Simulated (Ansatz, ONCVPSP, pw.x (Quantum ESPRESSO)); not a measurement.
# pw.x on fcc Zn: one setting changed

Potential: optimised norm-conserving Vanderbilt (ONCV), ONCVPSP 4.0.1, PBE; core [Ar], reference 3d10 4s1 4p1; waves: 4s: rc 2.50 bohr, ncon 5, nbas 9, qcut 2.5 1/bohr, 2 projectors, debl 2.7 Ha; 4p: rc 2.86 bohr, ncon 4, nbas 8, qcut 2.9 1/bohr, 2 projectors, debl 1.6 Ha; 3d: rc 1.62 bohr, ncon 4, nbas 9, qcut 10.4 1/bohr, 2 projectors, debl 1.6 Ha; local part: polynomial inside 1.50 bohr (lpopt 5, dvloc0 -1 Ha); core correction: Teter function, fcfact 2.5, rcfact 1.1.

The reference run (k-mesh 14³, cutoffs 110/440 Ry, Fermi–Dirac 0.01 Ry, mixing_beta 0.4, conv_thr 1e-9, no spin) gives -0.05 GPa at 15.241 Å³/atom, where all-electron LAPW gives -0.27 GPa. This run, with its own iteration cap, changes degauss to 0.002.

```
&control
  calculation='scf', prefix='x', pseudo_dir='./', outdir='./tmp', tstress=.true., disk_io='none'
/
&system
  ibrav=0, nat=1, ntyp=1, ecutwfc=110, ecutrho=440, nbnd=14,
  occupations='smearing', smearing='fd', degauss=0.002
/
&electrons
  conv_thr=1e-09, mixing_beta=0.4, electron_maxstep=60
/
ATOMIC_SPECIES
Zn 1.0 Zn.UPF
CELL_PARAMETERS angstrom
  0.00000000 1.96786132 1.96786132
  1.96786132 0.00000000 1.96786132
  1.96786132 1.96786132 0.00000000
ATOMIC_POSITIONS crystal
Zn 0.0000 0.0000 0.0000
K_POINTS automatic
14 14 14 0 0 0
```

```bash
pw.x < Zn.scf.in > Zn.scf.out
```

Question: How does the run end?

Answer: It converges in 9 iterations; the free energy moves by +5.9 meV/atom and the pressure by +0.05 GPa. In a metal, with Fermi–Dirac smearing, F lies below its zero-width value by a term in the square of the width.

```
Message from routine setup:
     using ibrav=0 with symmetry is DISCOURAGED, use correct ibrav instead
     lattice parameter (alat)  =       5.2591  a.u.
     unit-cell volume          =     102.8514 (a.u.)^3
     number of electrons       =        12.00
     number of Kohn-Sham states=           14
     kinetic-energy cutoff     =     110.0000  Ry
     charge density cutoff     =     440.0000  Ry
     scf convergence threshold =      1.0E-09
     Exchange-correlation= PBE
     number of k points=   104  Fermi-Dirac smearing, width (Ry)=  0.0020
     iteration #  1     ecut=   110.00 Ry     beta= 0.40
     total energy              =    -119.33583859 Ry
     estimated scf accuracy    <       0.05010797 Ry
     iteration #  2     ecut=   110.00 Ry     beta= 0.40
     total energy              =    -119.34690396 Ry
     estimated scf accuracy    <       0.00057106 Ry
     iteration #  3     ecut=   110.00 Ry     beta= 0.40
     total energy              =    -119.34700373 Ry
     estimated scf accuracy    <       0.00025813 Ry
     [... 3 iterations left out ...]
     iteration #  7     ecut=   110.00 Ry     beta= 0.40
     total energy              =    -119.34701234 Ry
     estimated scf accuracy    <       0.00000003 Ry
     iteration #  8     ecut=   110.00 Ry     beta= 0.40
     total energy              =    -119.34701235 Ry
     estimated scf accuracy    <          8.6E-09 Ry
     iteration #  9     ecut=   110.00 Ry     beta= 0.40
     the Fermi energy is    11.6426 ev
!    total energy              =    -119.34701235 Ry
     estimated scf accuracy    <          3.7E-12 Ry
     smearing contrib. (-TS)   =      -0.00002919 Ry
     The total energy is F=E-TS. E is the sum of the following terms:
     one-electron contribution =     -43.34052913 Ry
     hartree contribution      =      35.43396631 Ry
     xc contribution           =     -22.67058478 Ry
     ewald contribution        =     -88.76983556 Ry
     convergence has been achieved in   9 iterations
          total   stress  (Ry/bohr**3)                   (kbar)     P=        0.07
     Message from routine punch:
     Nothing written, as per user request (disk_io='none')
```

The run took about 20 s on one core of a shared server CPU.
